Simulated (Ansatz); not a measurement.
Sn4H: competing structures

Level of theory: Ansatz 0.2.0, DFT PBE, scalar-relativistic, plane waves, PAW. All cells share a 420 eV cutoff and Γ-centred k meshes spaced at most about 0.3 Å⁻¹ (about 0.25 or finer for metals, 2π included). No spin polarisation.

Energies over the elements count from the elements' standard structures at the same level (H₂ as a molecule), with no fitted energy shifts. The references include grey tin.

All energies are static (0 K, no zero-point motion). The comparison covers the computed candidates alone. The k mesh leaves some 4 meV/atom of noise in the energy of each metallic cell. No dispersion correction is applied, so the spacing and binding between layers, chains or molecules are poorly described (P-3m1 at 31.8 Å³/atom), and this can change margins and order among such cells. With hydrogen, zero-point motion can shift formation energies by some tens of meV/atom.

Invented guesses were relaxed alike, and ends that match in structure were merged. ΔE counts from the first row. Coordination counts Sn atoms around H (those within 1.25 times the shortest such distance or 1.15 times the sum of covalent radii, 1.27 where that leaves under three; a plus sign parts nearer from farther groups; the shortest distance is added where it exceeds 1.18 times the sum of covalent radii). The ends were matched against large subsets of the Crystallography Open Database and the Materials Project, so a missing match doesn't prove that a structure is unreported.

| # | reached from | type and space group | atoms | Å³/atom | coordination | ΔE (meV/atom) | gap on mesh (eV) | in databases |
| --- | --- | --- | --- | --- | --- | --- | --- | --- |
| 1 | a cell proposed by chemical analogy | P-3m1 (No. 164) | 10 | 31.8 | H 1 | 0 | 0.00 | no match |
| 2 | a cell proposed by chemical analogy | P-3m1 (No. 164) | 10 | 26.8 | H 3+3 from 3.9 Å | 2 | 0.00 | no match |
| 3 | random cell | P4/mmm (No. 123) | 5 | 27.4 | H 2 | 81 | 0.00 | no match |
| 4 | random cell | I4/mmm (No. 139) | 5 | 25.6 | H 2 | 127 | 0.00 | no match |
| 5 | random cell | I4/mmm (No. 139) | 5 | 24.7 | H 4 | 152 | 0.00 | no match |
| 6 | a cell proposed by chemical analogy | P-43m (No. 215) | 5 | 23.8 | H 4 | 158 | 0.00 | no match |
| 7 | Hg4Pt type (Im-3m) | Im-3m (No. 229) | 5 | 24.0 | H 8 from 2.7 Å | 221 | 0.00 | no match |

The first two are tied within the noise. The first: Space group P-3m1 (No. 164), trigonal, a = 4.716 Å, c = 16.488 Å. Sn on its first site is surrounded by 4 Sn at 2.87–2.88 Å; Sn on its second site has 4 Sn at 2.87–2.88 Å; Sn on its third site is surrounded by 4 Sn at 2.86–2.87 Å; Sn on its fourth site is surrounded by 1 H at 1.75 Å and 3 Sn at 2.86 Å; H is surrounded by 1 Sn at 1.75 Å. Its energy over the elements is +0.09 eV/atom. The separate elements lie lower, so it is unstable against them. An observed structure of this formula, if there is one, may be missing.

```xyz
10
Lattice="4.7160 0.0000 0.0000 -2.3580 4.0842 0.0000 0.0000 0.0000 16.4883" Properties=species:S:1:pos:R:3 pbc="T T T"
Sn    0.0000    0.0000    1.4366
Sn    0.0000    0.0000   15.0516
Sn    2.3580    1.3614   14.0988
Sn    2.3580    1.3614   11.2294
Sn    2.3580    1.3614    6.1490
Sn    0.0000    2.7228   10.3393
Sn    0.0000    2.7228    2.3895
Sn    0.0000    2.7228    5.2589
H     2.3580    1.3614    7.8984
H     0.0000    2.7228    8.5899
```

The second: Space group P-3m1 (No. 164), trigonal, a = 3.420 Å, c = 26.460 Å. Sn on its first site is surrounded by 9 Sn at 3.26–3.42 Å and 3 H at 3.95 Å; Sn on its second site has 12 Sn at 3.34–3.42 Å; Sn on its third site is surrounded by 12 Sn at 3.26–3.42 Å; H has 1 H at 0.75 Å, 6 H at 3.42 Å, 6 H at 3.50 Å and 3 Sn at 3.95 Å; 1 more site not described. Counting Sn atoms around H, the first has H 1 and the second has H 3+3 from 3.9 Å. The second holds H–H pairs as short as in free H₂ molecules (shortest 0.75 Å); in the first the shortest H–H distance is 2.81 Å. Cells relaxed within their symmetry can be saddle points.

```
Sn H
1.0
     3.42034    0.00000    0.00000
    -1.71017    2.96210    0.00000
     0.00000    0.00000   26.46039
Sn H
8 2
Direct
  0.33333 0.66667 0.14336
  0.66667 0.33333 0.85664
  0.66667 0.33333 0.44915
  0.33333 0.66667 0.55085
  0.66667 0.33333 0.24151
  0.33333 0.66667 0.34636
  0.33333 0.66667 0.75849
  0.66667 0.33333 0.65364
  0.00000 0.00000 0.01421
  0.00000 0.00000 0.98579
```
